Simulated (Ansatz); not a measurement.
GaN: equation of state with LDA

Crystal: GaN.

```
CELL_PARAMETERS angstrom
0.00000 2.25350 2.25350
2.25350 0.00000 2.25350
2.25350 2.25350 0.00000
ATOMIC_POSITIONS crystal
Ga 0.00000 0.00000 0.00000
N 0.25000 0.25000 0.25000
```

The cell is a database's computed one.

- Program: Ansatz 0.2.0
- Task: equation of state
- Functional: LDA
- Potentials or basis: Ansatz PAW
- Cutoff: 420 eV
- Density cutoff: 1680 eV
- k mesh: 10 × 10 × 10
- Occupations: fermi-dirac, width 0.05 eV
- Spin: spin-orbit coupling, no magnetisation

```
Equilibrium volume                      : 11.05 Å³/atom
Bulk modulus                            : 203 GPa
Pressure derivative of the bulk modulus : 4.5
```

Energy against volume, from the lowest point:
```
volume (Å³/atom)  energy (meV/atom)
          10.757               5.08
          10.986               0.00
          11.215               1.17
          11.444               7.92
          11.673              19.55
          11.902              35.66
          12.131              55.74
```

All runs of the series together: 26 s on 2 threads of Arm Neoverse V1, on a shared host.
